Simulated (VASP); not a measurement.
Wanted: the native input for a VASP 6.6.1 run.

| Item | Value |
| --- | --- |
| Task | relaxation of cell and atoms |
| Functional | RPBE |
| Potentials or basis | VASP PAW PBE potentials, release 64 (Cu, N) |
| Cutoff | 600 eV |
| k mesh | 10 × 10 × 10 |
| Occupations | methfessel-paxton, width 0.1 eV |
| Spin | no spin polarisation |
| Further INCAR settings | ALGO = Normal; EDIFF = 1e-07; IBRION = 2; EDIFFG = -0.005; NSW = 90; ISIF = 3 |

The structure of Cu3N lies in POSCAR:

```
Cu3N                                    
1.0
    3.8775923450      0.0000000000      0.0000000000
    0.0000000000      3.8775923450      0.0000000000
   -0.0000000000      0.0000000000      3.8775923450
  Cu              N             
     3     1
Direct
     0.5000000000000000    0.0000000000000000    0.0000000000000000
     0.0000000000000000    0.5000000000000000    0.0000000000000000
     0.0000000000000000    0.0000000000000000    0.5000000000000000
     0.0000000000000000    0.0000000000000000    0.0000000000000000
```

These files were run (other wordings do the same):

INCAR

```
ALGO = Normal
EDIFF = 1E-7
EDIFFG = -0.005
ENCUT = 600
GGA = RP
IBRION = 2
ISIF = 3
ISMEAR = 1
LASPH = T
LCHARG = F
LREAL = F
LWAVE = F
NELM = 80
NSW = 90
PREC = Accurate
SIGMA = 0.1
```

KPOINTS

```
k-points
0
Gamma
  10 10 10
```

Potentials or basis: VASP PAW PBE potentials, release 64 (Cu, N).

Run with:

```bash
$ cat potpaw_PBE.64/Cu/POTCAR potpaw_PBE.64/N/POTCAR > POTCAR
$ mpirun -np 1 vasp_std > vasp.out
```

It gave:

```yaml
Relaxed_volume: 14.56 Å³/atom
Relaxed_cell: a = 3.876 Å, b = 3.876 Å, c = 3.876 Å, α = 90.00°, β = 90.00°, γ = 90.00°
Space_group_after_relaxing_to_0.05_Å: Pm-3m (No. 221)
Energy_gained_by_relaxing: 0.0 meV/atom
Ionic_steps: 2
Pressure_after_relaxing: 0.0 GPa
Band_gap_on_the_k_mesh: 0.37 eV, indirect (least direct gap 0.90 eV)
```

Caveat: the PAW data sets were made with another functional, which shifts forces and pressure a little.

Wall time 96 s on 1 thread of AMD EPYC 7R13 Processor (Zen 3), on a shared host, peak memory 0.2 GiB.
